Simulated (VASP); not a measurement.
# SiC (Moissanite 3C) (F-43m) in VASP: notebook

One crystal, SiC (Moissanite 3C), is run at these levels: r2SCAN; tasks: relaxation of cell and atoms.

All numbers are computed with VASP 6.6.1; they aren't measurements. Logs are shortened: lines on timing, memory, paths and dates and some standing lists are left out, and cuts for length are marked.

## Step 1: Starting point

It takes space group F-43m (No. 216, cubic). Conventional cell: a = 4.358 Å, b = 4.358 Å, c = 4.358 Å, α = 90.00°, β = 90.00°, γ = 90.00°. Si (site symmetry -43m) is surrounded by 4 C at 1.89 Å. C (site symmetry -43m) has 4 Si at 1.89 Å as nearest neighbours.

## Step 2: Relaxation of cell and atoms, r2SCAN

Input file INCAR:

```
PREC = Accurate
ENCUT = 600
EDIFF = 1E-6
ISMEAR = 0
SIGMA = 0.03
LREAL = F
LASPH = T
NELM = 80
ALGO = Normal
ISIF = 3
LWAVE = F
LCHARG = F
METAGGA = R2SCAN
LMIXTAU = T
IBRION = 2
NSW = 90
EDIFFG = -0.01
```

Input file KPOINTS:

```
Automatic mesh
0
Gamma
  10 10 10
```

Input file POSCAR:

```
SiC
1.0
    0.0000000000      2.1790000000      2.1790000000
    2.1790000000      0.0000000000      2.1790000000
    2.1790000000      2.1790000000      0.0000000000
Si C
1 1
Direct
    0.0000000000      0.0000000000      0.0000000000
    0.2500000000      0.2500000000      0.2500000000
```

Potentials or basis: VASP PAW PBE potentials, release 64 (Si, C).

Run with:

```bash
$ cat potpaw_PBE.64/Si/POTCAR potpaw_PBE.64/C/POTCAR > POTCAR
$ mpirun -np 1 vasp_std > vasp.out
```

OUTCAR:

```text
PREC = Accurate
   ENCUT = 600
   EDIFF = 1E-6
   ISMEAR = 0
   LREAL = F
   LASPH = T
   NELM = 80
   ISIF = 3
   METAGGA = R2SCAN
   IBRION = 2
   NSW = 90
   EDIFFG = -0.01

 ion  position               nearest neighbor table
   1  0.000  0.000  0.000-   2 1.89   2 1.89   2 1.89   2 1.89
   2  0.250  0.250  0.250-   1 1.89   1 1.89   1 1.89   1 1.89

  LATTYP: Found a face centered cubic cell.
 ALAT       =     4.3580000000

  Lattice vectors:

 A1 = (   0.0000000000,   2.1790000000,   2.1790000000)
 A2 = (   2.1790000000,   0.0000000000,   2.1790000000)
 A3 = (   2.1790000000,   2.1790000000,   0.0000000000)

Analysis of symmetry for initial positions (statically):
=====================================================================
 Subroutine PRICEL returns:
 Original cell was already a primitive cell.

 Routine SETGRP: Setting up the symmetry group for a
 face centered cubic supercell.

 Subroutine GETGRP returns: Found 24 space group operations
 (whereof 24 operations were pure point group operations)
 out of a pool of 48 trial point group operations.

The static configuration has the point symmetry T_d .

Analysis of symmetry for dynamics (positions and initial velocities):
=====================================================================
 Subroutine PRICEL returns:
 Original cell was already a primitive cell.

 Routine SETGRP: Setting up the symmetry group for a
 face centered cubic supercell.

 Subroutine GETGRP returns: Found 24 space group operations
 (whereof 24 operations were pure point group operations)
 out of a pool of 48 trial point group operations.

The dynamic configuration has the point symmetry T_d .

 Subroutine INISYM returns: Found 24 space group operations
 (whereof 24 operations are pure point group operations),
 and found     1 'primitive' translations

----------------------------------------------------------------------------------------

                                     Primitive cell

  volume of cell :      20.6920

  direct lattice vectors                    reciprocal lattice vectors
     0.000000000  2.179000000  2.179000000    -0.229463056  0.229463056  0.229463056
     2.179000000  0.000000000  2.179000000     0.229463056 -0.229463056  0.229463056
     2.179000000  2.179000000  0.000000000     0.229463056  0.229463056 -0.229463056

  length of vectors
     3.081571352  3.081571352  3.081571352     0.397441672  0.397441672  0.397441672

  position of ions in fractional coordinates (direct lattice)
     0.000000000  0.000000000  0.000000000
     0.250000000  0.250000000  0.250000000

  ion indices of the primitive-cell ions
   primitive index   ion index
                 1           1
                 2           2

----------------------------------------------------------------------------------------

 KPOINTS: Automatic mesh

Automatic generation of k-mesh.
 Grid dimensions read from file:
 generate k-points for:   10   10   10

 Generating k-lattice:

  Cartesian coordinates                     Fractional coordinates (reciprocal lattice)
    -0.022946306  0.022946306  0.022946306     0.100000000  0.000000000  0.000000000
     0.022946306 -0.022946306  0.022946306     0.000000000  0.100000000  0.000000000
     0.022946306  0.022946306 -0.022946306     0.000000000  0.000000000  0.100000000

  Length of vectors
     0.039744167  0.039744167  0.039744167

  Shift w.r.t. Gamma in fractional coordinates (k-lattice)
     0.000000000  0.000000000  0.000000000

 Subroutine IBZKPT returns following result:
 ===========================================

 Found     47 irreducible k-points:

 Following reciprocal coordinates:
            Coordinates               Weight
  0.000000  0.000000  0.000000      1.000000
  0.100000  0.000000  0.000000      8.000000
  0.200000  0.000000  0.000000      8.000000
  0.300000  0.000000  0.000000      8.000000
  0.400000  0.000000  0.000000      8.000000
  0.500000  0.000000  0.000000      4.000000
[... 16 lines left out ...]
  0.300000  0.300000  0.000000      6.000000
  0.400000  0.300000  0.000000     24.000000
 [... further k-points ...]
   k-points           NKPTS =     47   k-points in BZ     NKDIM =     47   number of bands    NBANDS=      8
   number of dos      NEDOS =    301   number of ions     NIONS =      2
   total plane-waves  NPLWV =  21952
   dimension x,y,z NGX =    28 NGY =   28 NGZ =   28
   dimension x,y,z NGXF=    56 NGYF=   56 NGZF=   56
   ions per type =               1   1
   NGX,Y,Z   is equivalent  to a cutoff of  15.11, 15.11, 15.11 a.u.
   NGXF,Y,Z  is equivalent  to a cutoff of  30.21, 30.21, 30.21 a.u.
 SYSTEM =  unknown system
   PREC   = accura    normal or accurate (medium, high low for compatibility)
   ISTART =      0    job   : 0-new  1-cont  2-samecut
   ICHARG =      2    charge: 1-file 2-atom 10-const
   ISPIN  =      1    spin polarized calculation?
   LNONCOLLINEAR =      F non collinear calculations
   LSORBIT =      F    spin-orbit coupling
   LASPH  =      T    aspherical Exc in radial PAW
   ENCUT  =  600.0 eV  44.10 Ry    6.64 a.u.   6.15  6.15  6.15*2*pi/ulx,y,z
   NELM   =     80;   NELMIN=  2; NELMDL= -5     # of ELM steps
   EDIFF  = 0.1E-05   stopping-criterion for ELM
   LREAL  =      F    real-space projection
   EDIFFG = -.1E-01   stopping-criterion for IOM
   NSW    =     90    number of steps for IOM
   IBRION =      2    ionic relax: 0-MD 1-quasi-New 2-CG
   NFREE  =      1    steps in history (QN), initial steepest desc. (CG)
   ISIF   =      3    stress and relaxation
   ISYM   =      2    0-nonsym 1-usesym 2-fastsym
   POTIM  = 0.5000    time-step for ionic-motion
   TEBEG  =    0.0;   TEEND  =   0.0 temperature during run
   PSTRESS=    0.0 pullay stress
   NELECT =       8.0000    total number of electrons
   NUPDOWN=      -1.0000    fix difference up-down
   EMIN   =  10.00;   EMAX   =-10.00  energy-range for DOS
   EFERMI =   0.00;   METHOD = LEGACY
   ISMEAR =     0;   SIGMA  =   0.03  broadening in eV -4-tet -1-fermi 0-gaus
   EFERMI_NEDOS =   21; number of points for ismear=-14 and -15
   IALGO  =     38    algorithm
   IMIX   =      4    mixing-type and parameters
     AMIX     =   0.40;   BMIX     =  1.00
     AMIX_MAG =   1.60;   BMIX_MAG =  1.00
  volume/ion in A,a.u.               =      10.35        69.82
  Fermi-wavevector in a.u.,A,eV,Ry     =   1.192626  2.253736 19.352338  1.422357
  Thomas-Fermi vector in A             =   2.328660
   LORBIT       =      0    0 simple, 1 ext, 2 COOP (PROOUT), +10 PAW based schemes
   METAGGA = R2SCAN    functional components
   LHFCALC =     F    Hartree Fock is set to
   AEXX    =    0.0000 exact exchange contribution
   IVDW    =     0    specifies the selected vdW correction
   LEPSILON=     F    determine dielectric tensor
   LRPA    =     F    only Hartree local field effects (RPA)
 conjugate gradient relaxation of ions
 non-spin polarized calculation
 Gauss-broadening in eV      SIGMA  =   0.03
  energy-cutoff  :      600.00
  volume of cell :       20.69
 maximum number of plane-waves:       701
 NGX is ok and might be reduce to    28
   NGX = 13   NGY = 13   NGZ = 13

--------------------------------------- Ionic step        1  -------------------------------------------

 number of electron       8.0000000 magnetization

 Free energy of the ion-electron system (eV)
  ---------------------------------------------------
  ext. energy  EPLUGINS =         0.00000000
  ---------------------------------------------------
  free energy    TOTEN  =       -19.32891970 eV

  energy without entropy =      -19.32891970  energy(sigma->0) =      -19.32891970

------------------------ aborting loop because EDIFF is reached ----------------------------------------

  FORCE on cell =-STRESS in cart. coord.  units (eV):
  Direction    XX          YY          ZZ          XY          YZ          ZX
  --------------------------------------------------------------------------------------
  -------------------------------------------------------------------------------------
  Total       -0.0784638     -0.0784638     -0.0784638     -0.0000000      0.0000000     -0.0000000
  in kB       -6.0754505     -6.0754505     -6.0754505     -0.0000000      0.0000000     -0.0000000
  external PRESSURE =      -6.0754505 kB  Pullay stress =       0.0000000 kB
[... 57 lines left out ...]
  energy  without entropy=      -19.3288983037  energy(sigma->0) =      -19.32889830

--------------------------------------- Ionic step        3  -------------------------------------------

 number of electron       8.0000000 magnetization

 Free energy of the ion-electron system (eV)
  ---------------------------------------------------
  ext. energy  EPLUGINS =         0.00000000
  ---------------------------------------------------
  free energy    TOTEN  =       -19.32902719 eV

  energy without entropy =      -19.32902719  energy(sigma->0) =      -19.32902719

 E-fermi :   8.1897     XC(G=0): -11.9464

 val. band max:        8.0113102777   @ k =   0.0000   0.0000   0.0000
 cond. band min:       9.7352626647   @ k =   0.5000   0.5000   0.0000
 fundamental gap:      1.7239523870
 Fermi energy:         8.1896784679

 k-point     1 :       0.0000    0.0000    0.0000
  band No.  band energies     occupation
      1      -8.1892      2.00000
      2       8.0113      2.00000
      3       8.0113      2.00000
      4       8.0113      2.00000
      5      14.8791      0.00000
      6      15.8817      0.00000
      7      15.8817      0.00000
      8      15.8817      0.00000
[... 243 lines left out ...]
 k-point    24 :       0.4000    0.3000    0.0000
  band No.  band energies     occupation
      1      -4.9479      2.00000
      2       2.1728      2.00000
      3       4.7349      2.00000
      4       5.2615      2.00000
      5      11.3119      0.00000
      6      14.1855      0.00000
      7      20.5407      0.00000
      8      20.8418      0.00000

 [... further k-points ...]

------------------------ aborting loop because EDIFF is reached ----------------------------------------

  FORCE on cell =-STRESS in cart. coord.  units (eV):
  Direction    XX          YY          ZZ          XY          YZ          ZX
  --------------------------------------------------------------------------------------
  -------------------------------------------------------------------------------------
  Total       -0.0012376     -0.0012376     -0.0012376      0.0000000      0.0000000      0.0000000
  in kB       -0.0960834     -0.0960834     -0.0960834      0.0000000      0.0000000      0.0000000
  external PRESSURE =      -0.0960834 kB  Pullay stress =       0.0000000 kB
[... 17 lines left out ...]
  FREE ENERGIE OF THE ION-ELECTRON SYSTEM (eV)
  ---------------------------------------------------
  free  energy   TOTEN  =       -19.3290271919 eV

  energy  without entropy=      -19.3290271919  energy(sigma->0) =      -19.32902719

 reached required accuracy - stopping structural energy minimisation
```

It took 1.8 min on 1 thread of Intel Xeon Platinum 8259CL at 2.50GHz (Skylake/Cascade Lake), shared host; peak memory 0.16 GiB.

Results:

| Item | Value |
| --- | --- |
| Free energy | -19.3290 eV |
| Relaxed volume | 10.32 Å³/atom |
| Relaxed cell | a = 3.079 Å, b = 3.079 Å, c = 3.079 Å, α = 60.00°, β = 60.00°, γ = 60.00° |
| Space group after relaxing (to 0.05 Å) | F-43m (No. 216) |
| Energy gained by relaxing | 0.1 meV/atom |
| Ionic steps | 3 |
| Pressure after relaxing | 0.0 GPa |
| Band gap on the k mesh | 1.72 eV, indirect (least direct gap 5.06 eV) |

The path:
| step | energy change (eV) | largest force (eV/Å) | pressure (GPa) | volume (Å³) |
| --- | --- | --- | --- | --- |
| 1 | 0.0000 | 0.0000 | -0.61 | 20.69 |
| 2 | 0.0000 | 0.0000 | 0.68 | 20.57 |
| 3 | -0.0001 | 0.0000 | -0.01 | 20.64 |

Final structure:
```
CELL_PARAMETERS angstrom
0.00000 2.17704 2.17704
2.17704 0.00000 2.17704
2.17704 2.17704 0.00000
ATOMIC_POSITIONS crystal
Si 0.00000 0.00000 0.00000
C 0.25000 0.25000 0.25000
```

Levels at points of the mesh, in eV from the valence-band top:
```
           k point  band 1  band 2  band 3  band 4  band 5  band 6  band 7  band 8
(0.00, 0.00, 0.00)  -16.20    0.00    0.00    0.00    6.87    7.87    7.87    7.87
(0.50, 0.00, 0.00)  -12.57   -8.83   -1.11   -1.11    6.02    7.76    7.76   10.97
(0.50, 0.50, 0.00)  -11.10   -8.06   -3.34   -3.34    1.72    4.83   15.16   15.16
```

Caveat: the PAW data sets were made with another functional, which shifts forces and pressure a little. r2SCAN opens gaps a little over a GGA but as a rule still falls short of measured ones.

## Step 3: Relaxation of cell and atoms, r2SCAN

This run uses another cell than the first one, of 10.32 Å³/atom, 0.997 times its volume.

Edit INCAR of step 2 so:

```diff
@@ -2,3 +2,3 @@
 ENCUT = 600
-EDIFF = 1E-6
+EDIFF = 1E-7
 ISMEAR = 0
@@ -16,2 +16,2 @@
 NSW = 90
-EDIFFG = -0.01
+EDIFFG = -0.005
```

KPOINTS is that of step 2.

Input file POSCAR:

```
SiC                                     
1.0
    0.0000000000      2.1770435138      2.1770435138
    2.1770435138      0.0000000000      2.1770435138
    2.1770435138      2.1770435138     -0.0000000000
  Si              C             
     1     1
Direct
     0.0000000000000000    0.0000000000000000    0.0000000000000000
     0.2500000000000000    0.2500000000000000    0.2500000000000000
```

Potentials or basis: VASP PAW PBE potentials, release 64 (Si, C).

Run with:

```bash
$ cat potpaw_PBE.64/Si/POTCAR potpaw_PBE.64/C/POTCAR > POTCAR
$ mpirun -np 1 vasp_std > vasp.out
```

It took 60 s on 1 thread of Intel Xeon Platinum 8259CL at 2.50GHz (Skylake/Cascade Lake), shared host; peak memory 0.16 GiB.

It converged, with:

```
Free energy             : -19.3290 eV
Pressure after relaxing : 0.0 GPa
Band gap on the k mesh  : 1.72 eV, indirect (least direct gap 5.06 eV)
```

Final structure:
```xyz
2
Lattice="0.0000 2.1770 2.1770 2.1770 0.0000 2.1770 2.1770 2.1770 0.0000" Properties=species:S:1:pos:R:3 pbc="T T T"
Si    0.0000    0.0000    0.0000
C     1.0885    1.0885    1.0885
```

Levels at points of the mesh, in eV from the valence-band top:
```tsv
k point	band 1	band 2	band 3	band 4	band 5	band 6	band 7	band 8
(0.00, 0.00, 0.00)	-16.20	0.00	0.00	0.00	6.87	7.87	7.87	7.87
(0.50, 0.00, 0.00)	-12.57	-8.83	-1.11	-1.11	6.02	7.76	7.76	10.97
(0.50, 0.50, 0.00)	-11.10	-8.06	-3.34	-3.34	1.72	4.83	15.16	15.16
```

Caveat: the relaxation stopped at its first step, so nothing moved; the PAW data sets were made with another functional, which shifts forces and pressure a little. A k mesh can miss the band edges.
